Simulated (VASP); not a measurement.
# Bi (Immm) in VASP: notebook

The runs below take Bi through single point, with LDA.

Everything below comes from runs of VASP 6.6.1. Logs are shortened: lines on timing, memory, paths and dates and some standing lists are left out, and cuts for length are marked.

## 1. The cell of the first run

The structure is orthorhombic, space group Immm (No. 71). The conventional cell has a = 3.592 Å, b = 3.963 Å, c = 4.334 Å, α = 90.00°, β = 90.00°, γ = 90.00°. Bi (site symmetry mmm) is surrounded by 10 Bi at 3.44 to 3.59 Å.

This isn't the form of Bi at room conditions, which is rhombohedral.

## 2. Single point, LDA (strain +0.0937 x Voigt [1, -1, 0, 0, 0, 0], atoms carried along)

Contents of INCAR:

```
SYSTEM = Bi
ALGO = Fast
EDIFF = 1E-6
ENCUT = 520
GGA = CA
ISIF = 2
ISMEAR = 0
LASPH = .TRUE.
LCHARG = .TRUE.
LELF = .TRUE.
LREAL = .FALSE.
LVHAR = .TRUE.
LWAVE = .FALSE.
NBANDS = 14
NELM = 100
PREC = Accurate
SIGMA = 0.15
```

Contents of KPOINTS:

```
k-points
0
G
  18 18 18
  0 0 0
```

Contents of POSCAR:

```
Bi
1.0
   -2.1670905726      1.7957704910      1.9814305318
    2.1670905726     -1.7957704910      1.9814305318
    2.1670905726      1.7957704910     -1.9814305318
Bi
1
Direct
    0.0000000000      0.0000000000      0.0000000000
```

Potentials or basis: VASP PAW LDA potentials, release 64 (Bi_d).

Started as:

```sh
cat potpaw_LDA.64/Bi_d/POTCAR > POTCAR
mpirun -np 1 vasp_std > vasp.out
```

OUTCAR:

```text
SYSTEM = Bi
   EDIFF = 1E-6
   ENCUT = 520
   GGA = CA
   ISIF = 2
   ISMEAR = 0
   LASPH = .TRUE.
   LREAL = .FALSE.
   NELM = 100
   PREC = Accurate

 ion  position               nearest neighbor table
   1  0.000  0.000  0.000-

  LATTYP: Found a body centered orthorhombic cell.
 ALAT       =     3.5915409820
 B/A-ratio  =     1.1033873993
 C/A-ratio  =     1.2067747986

  Lattice vectors:

 A1 = (  -2.1670905726,  -1.7957704910,  -1.9814305318)
 A2 = (  -2.1670905726,   1.7957704910,   1.9814305318)
 A3 = (   2.1670905726,   1.7957704910,  -1.9814305318)

Analysis of symmetry for initial positions (statically):
=====================================================================
 Subroutine PRICEL returns:
 Original cell was already a primitive cell.

 Routine SETGRP: Setting up the symmetry group for a
 body centered orthorhombic supercell.

 Subroutine GETGRP returns: Found  8 space group operations
 (whereof  8 operations were pure point group operations)
 out of a pool of  8 trial point group operations.

The static configuration has the point symmetry D_2h.

Analysis of symmetry for dynamics (positions and initial velocities):
=====================================================================
 Subroutine PRICEL returns:
 Original cell was already a primitive cell.

 Routine SETGRP: Setting up the symmetry group for a
 body centered orthorhombic supercell.

 Subroutine GETGRP returns: Found  8 space group operations
 (whereof  8 operations were pure point group operations)
 out of a pool of  8 trial point group operations.

The dynamic configuration has the point symmetry D_2h.

 Subroutine INISYM returns: Found  8 space group operations
 (whereof  8 operations are pure point group operations),
 and found     1 'primitive' translations

----------------------------------------------------------------------------------------

                                     Primitive cell

  volume of cell :      30.8437

  direct lattice vectors                    reciprocal lattice vectors
    -2.167090573  1.795770491  1.981430532     0.000000000  0.278432017  0.252342937
     2.167090573 -1.795770491  1.981430532     0.230724090  0.000000000  0.252342937
     2.167090573  1.795770491 -1.981430532     0.230724090  0.278432017  0.000000000

  length of vectors
     3.441967484  3.441967484  3.441967484     0.375767676  0.341921868  0.361604748

  position of ions in fractional coordinates (direct lattice)
     0.000000000  0.000000000  0.000000000

  ion indices of the primitive-cell ions
   primitive index   ion index
                 1           1

----------------------------------------------------------------------------------------

 KPOINTS: k-points

Automatic generation of k-mesh.
 Grid dimensions read from file:
 generate k-points for:   18   18   18

 Generating k-lattice:

  Cartesian coordinates                     Fractional coordinates (reciprocal lattice)
     0.000000000  0.015468445  0.014019052     0.055555556 -0.000000000  0.000000000
     0.012818005  0.000000000  0.014019052     0.000000000  0.055555556  0.000000000
     0.012818005  0.015468445  0.000000000     0.000000000 -0.000000000  0.055555556

  Length of vectors
     0.020875982  0.018995659  0.020089153

  Shift w.r.t. Gamma in fractional coordinates (k-lattice)
     0.000000000  0.000000000  0.000000000

 Subroutine IBZKPT returns following result:
 ===========================================

 Found    865 irreducible k-points:

 Following reciprocal coordinates:
            Coordinates               Weight
  0.000000  0.000000  0.000000      1.000000
  0.055556  0.000000  0.000000      4.000000
  0.111111  0.000000  0.000000      4.000000
  0.166667  0.000000  0.000000      4.000000
  0.222222  0.000000  0.000000      4.000000
  0.277778  0.000000  0.000000      4.000000
[... 16 lines left out ...]
 -0.333333  0.055556 -0.000000      8.000000
 -0.277778  0.055556  0.000000      8.000000
 [... further k-points ...]
   k-points           NKPTS =    865   k-points in BZ     NKDIM =    865   number of bands    NBANDS=     14
   number of dos      NEDOS =    301   number of ions     NIONS =      1
   total plane-waves  NPLWV =  21952
   dimension x,y,z NGX =    28 NGY =   28 NGZ =   28
   dimension x,y,z NGXF=    56 NGYF=   56 NGZF=   56
   ions per type =               1
   NGX,Y,Z   is equivalent  to a cutoff of  13.52, 13.52, 13.52 a.u.
   NGXF,Y,Z  is equivalent  to a cutoff of  27.05, 27.05, 27.05 a.u.
 SYSTEM =  Bi
   PREC   = accura    normal or accurate (medium, high low for compatibility)
   ISTART =      0    job   : 0-new  1-cont  2-samecut
   ICHARG =      2    charge: 1-file 2-atom 10-const
   ISPIN  =      1    spin polarized calculation?
   LNONCOLLINEAR =      F non collinear calculations
   LSORBIT =      F    spin-orbit coupling
   LASPH  =      T    aspherical Exc in radial PAW
   ENCUT  =  520.0 eV  38.22 Ry    6.18 a.u.   6.40  6.40  6.40*2*pi/ulx,y,z
   NELM   =    100;   NELMIN=  2; NELMDL= -5     # of ELM steps
   EDIFF  = 0.1E-05   stopping-criterion for ELM
   LREAL  =      F    real-space projection
   EDIFFG = 0.1E-04   stopping-criterion for IOM
   NSW    =      0    number of steps for IOM
   IBRION =     -1    ionic relax: 0-MD 1-quasi-New 2-CG
   NFREE  =      0    steps in history (QN), initial steepest desc. (CG)
   ISIF   =      2    stress and relaxation
   ISYM   =      2    0-nonsym 1-usesym 2-fastsym
   POTIM  = 0.5000    time-step for ionic-motion
   TEBEG  =    0.0;   TEEND  =   0.0 temperature during run
   PSTRESS=    0.0 pullay stress
   NELECT =      15.0000    total number of electrons
   NUPDOWN=      -1.0000    fix difference up-down
   EMIN   =  10.00;   EMAX   =-10.00  energy-range for DOS
   EFERMI =   0.00;   METHOD = LEGACY
   ISMEAR =     0;   SIGMA  =   0.15  broadening in eV -4-tet -1-fermi 0-gaus
   EFERMI_NEDOS =   21; number of points for ismear=-14 and -15
   IALGO  =     68    algorithm
   IMIX   =      4    mixing-type and parameters
     AMIX     =   0.40;   BMIX     =  1.00
     AMIX_MAG =   1.60;   BMIX_MAG =  1.00
  volume/ion in A,a.u.               =      30.84       208.14
  Fermi-wavevector in a.u.,A,eV,Ry     =   1.287408  2.432849 22.550573  1.657420
  Thomas-Fermi vector in A             =   2.419424
   LORBIT       =      0    0 simple, 1 ext, 2 COOP (PROOUT), +10 PAW based schemes
   GGA     = CA    functional components
   LHFCALC =     F    Hartree Fock is set to
   AEXX    =    0.0000 exact exchange contribution
   IVDW    =     0    specifies the selected vdW correction
   LEPSILON=     F    determine dielectric tensor
   LRPA    =     F    only Hartree local field effects (RPA)
 non-spin polarized calculation
 RMM-DIIS sequential band-by-band and
 Gauss-broadening in eV      SIGMA  =   0.15
  energy-cutoff  :      520.00
  volume of cell :       30.84
 maximum number of plane-waves:       848
 NGX is ok and might be reduce to    28
   NGX = 13   NGY = 13   NGZ = 13

 number of electron      14.9999996 magnetization

 Free energy of the ion-electron system (eV)
  ---------------------------------------------------
  ext. energy  EPLUGINS =         0.00000000
  ---------------------------------------------------
  free energy    TOTEN  =        -4.43976856 eV

  energy without entropy =       -4.43176417  energy(sigma->0) =       -4.43576636

 E-fermi :   7.8261     XC(G=0): -10.5695

 val. band max:        7.8239710493   @ k =  -0.2778  -0.4444   0.2222
 cond. band min:       7.8278262739   @ k =  -0.4444  -0.4444   0.4444
 fundamental gap:      0.0038552247
 Fermi energy:         7.8261045418

 k-point     1 :       0.0000    0.0000    0.0000
  band No.  band energies     occupation
      1     -15.2086      2.00000
      2     -15.1784      2.00000
      3     -15.1564      2.00000
      4     -15.1173      2.00000
      5     -15.0378      2.00000
      6      -5.8235      2.00000
      7      12.4215      0.00000
      8      12.5076      0.00000
      9      13.4829      0.00000
     10      16.7557      0.00000
     11      17.6839      0.00000
     12      17.9734      0.00000
     13      18.8850      0.00000
     14      19.8072      0.00000

 k-point     2 :       0.0556    0.0000    0.0000
  band No.  band energies     occupation
      1     -15.2060      2.00000
      2     -15.1762      2.00000
      3     -15.1557      2.00000
      4     -15.1152      2.00000
      5     -15.0391      2.00000
      6      -5.7605      2.00000
      7      12.0927      0.00000
      8      12.2995      0.00000
      9      13.0987      0.00000
     10      17.1831      0.00000
     11      17.2651      0.00000
     12      18.3628      0.00000
     13      18.3636      0.00000
     14      19.3962      0.00000

 k-point     3 :       0.1111    0.0000    0.0000
  band No.  band energies     occupation
      1     -15.2043      2.00000
      2     -15.1641      2.00000
      3     -15.1543      2.00000
      4     -15.1088      2.00000
      5     -15.0423      2.00000
      6      -5.5724      2.00000
      7      11.0987      0.00000
      8      11.7779      0.00000
      9      12.4671      0.00000
     10      16.6304      0.00000
     11      16.9128      0.00000
     12      18.5300      0.00000
     13      19.1275      0.00000
     14      19.2799      0.00000

 k-point     4 :       0.1667    0.0000    0.0000
  band No.  band energies     occupation
      1     -15.2089      2.00000
      2     -15.1540      2.00000
      3     -15.1380      2.00000
      4     -15.0982      2.00000
      5     -15.0465      2.00000
      6      -5.2619      2.00000
      7       9.7149      0.00000
      8      11.1201      0.00000
      9      11.8712      0.00000
     10      15.8544      0.00000
     11      16.0162      0.00000
     12      19.2292      0.00000
     13      19.9731      0.00000
     14      20.1453      0.00000

 k-point     5 :       0.2222    0.0000    0.0000
  band No.  band energies     occupation
      1     -15.2174      2.00000
      2     -15.1562      2.00000
      3     -15.1031      2.00000
      4     -15.0846      2.00000
      5     -15.0500      2.00000
      6      -4.8353      2.00000
      7       8.2107      0.00029
      8      10.4507      0.00000
      9      11.3168      0.00000
     10      14.9310      0.00000
     11      15.4820      0.00000
[... 276 lines left out ...]
 k-point    22 :      -0.3889    0.0556   -0.0000
  band No.  band energies     occupation
      1     -15.2381      2.00000
      2     -15.1711      2.00000
      3     -15.0596      2.00000
      4     -15.0407      2.00000
      5     -15.0122      2.00000
      6      -3.3172      2.00000
      7       4.6175      2.00000
      8       9.0040      0.00000
      9      10.1030      0.00000
     10      13.5994      0.00000
     11      14.7821      0.00000
     12      19.7986      0.00000
     13      23.8647      0.00000
     14      24.2307      0.00000

 k-point    23 :      -0.3333    0.0556   -0.0000
  band No.  band energies     occupation
      1     -15.2297      2.00000
      2     -15.1647      2.00000
      3     -15.0626      2.00000
      4     -15.0544      2.00000
      5     -15.0411      2.00000
      6      -3.9402      2.00000
      7       5.8927      2.00000
      8       9.5072      0.00000
      9      10.4604      0.00000
     10      14.0288      0.00000
     11      15.0282      0.00000
     12      19.3528      0.00000
     13      22.4017      0.00000
     14      23.6883      0.00000

 k-point    24 :      -0.2778    0.0556    0.0000
  band No.  band energies     occupation
      1     -15.2201      2.00000
      2     -15.1598      2.00000
      3     -15.0855      2.00000
      4     -15.0699      2.00000
      5     -15.0525      2.00000
      6      -4.5148      2.00000
      7       7.3007      2.00000
      8      10.1434      0.00000
      9      10.9083      0.00000
     10      14.6318      0.00000
     11      15.3671      0.00000
     12      18.9809      0.00000
     13      20.9854      0.00000
     14      22.5305      0.00000

 [... further k-points ...]

------------------------ aborting loop because EDIFF is reached ----------------------------------------

  FORCE on cell =-STRESS in cart. coord.  units (eV):
  Direction    XX          YY          ZZ          XY          YZ          ZX
  --------------------------------------------------------------------------------------
  -------------------------------------------------------------------------------------
  Total       -0.6211915     -0.4335755     -0.3296558      0.0000000     -0.0000000      0.0000000
  in kB      -32.2678019    -22.5220860    -17.1239728      0.0000000     -0.0000000      0.0000000
  external PRESSURE =     -23.9712869 kB  Pullay stress =       0.0000000 kB

 VOLUME and BASIS-vectors are now :
 -----------------------------------------------------------------------------
  energy-cutoff  :      520.00
  volume of cell :       30.84
      direct lattice vectors                 reciprocal lattice vectors
    -2.167090573  1.795770491  1.981430532     0.000000000  0.278432017  0.252342937
     2.167090573 -1.795770491  1.981430532     0.230724090  0.000000000  0.252342937
     2.167090573  1.795770491 -1.981430532     0.230724090  0.278432017  0.000000000

 POSITION                                       TOTAL-FORCE (eV/Angst)
 -----------------------------------------------------------------------------------
      0.00000      0.00000      0.00000         0.000000      0.000000     -0.000000
 -----------------------------------------------------------------------------------
    total drift:                               -0.000000     -0.000000     -0.000000

  FREE ENERGIE OF THE ION-ELECTRON SYSTEM (eV)
  ---------------------------------------------------
  free  energy   TOTEN  =        -4.4397685613 eV

  energy  without entropy=       -4.4317641681  energy(sigma->0) =       -4.43576636
```

Run time: 3.5 min. Hardware: 1 thread of Intel Xeon Platinum 8488C (Sapphire Rapids), shared host; peak memory 0.41 GiB.

What came out:

* Free energy: -4.4398 eV
* Pressure: -2.4 GPa
* Band gap on the k mesh: none (metal or under the smearing width)

Stress tensor (GPa, compression positive):
```
-3.23  0.00  0.00
 0.00 -2.25  0.00
 0.00  0.00 -1.71
```

Caveat: spin-orbit coupling is left out, which moves the levels of the heavy elements.

## 3. Single point, LDA (strain -0.0750 x Voigt [1, -1, 0, 0, 0, 0], atoms carried along)

Contents of INCAR:

```
ALGO = Fast ; EDIFF = 1E-7
ENCUT = 520 ; GGA = CA
ISIF = 2 ; ISMEAR = 0
LASPH = T ; LCHARG = F
LREAL = F ; LWAVE = F
NBANDS = 14 ; NELM = 100
PREC = Accurate ; SIGMA = 0.15
```

Contents of KPOINTS:

```
k-points
0
Gamma
  18 18 18
```

Contents of POSCAR:

```
Bi
1.0
   -1.8328232419      2.1300378217      1.9814305318
    1.8328232419     -2.1300378217      1.9814305318
    1.8328232419      2.1300378217     -1.9814305318
Bi
1
Direct
    0.0000000000      0.0000000000      0.0000000000
```

Potentials or basis: VASP PAW LDA potentials, release 64 (Bi_d).

Started as:

```sh
cat potpaw_LDA.64/Bi_d/POTCAR > POTCAR
mpirun -np 1 vasp_std > vasp.out
```

Run time: 3.7 min. Hardware: 1 thread of Intel Xeon Platinum 8488C (Sapphire Rapids), shared host; peak memory 0.42 GiB.

The run converged. Its results:

| Item | Value |
| --- | --- |
| Free energy | -4.4429 eV |
| Pressure | -2.7 GPa |
| Band gap on the k mesh | none (metal or under the smearing width) |

Stress tensor (GPa, compression positive):
```
-2.09  0.00  0.00
 0.00 -3.70  0.00
 0.00  0.00 -2.31
```

Levels at points of the mesh, in eV from the Fermi level:
```tsv
k point	band 4	band 5	band 6	band 7	band 8	band 9	band 10	band 11
(0.00, 0.00, 0.00)	-22.90	-22.84	-13.60	4.76	4.77	5.50	9.06	9.92
(0.50, 0.00, 0.00)	-22.87	-22.79	-10.83	-5.26	2.45	4.45	7.10	8.91
(0.00, 0.50, 0.00)	-22.84	-22.77	-10.22	-4.94	0.94	2.34	5.28	6.66
(0.50, 0.50, 0.00)	-22.84	-22.78	-10.44	-5.11	1.58	3.28	6.06	7.63
(0.50, 0.50, 0.50)	-22.80	-22.78	-8.60	-2.91	-1.87	-0.50	3.19	4.35
```

Caveat: spin-orbit coupling is left out, which moves the levels of the heavy elements.
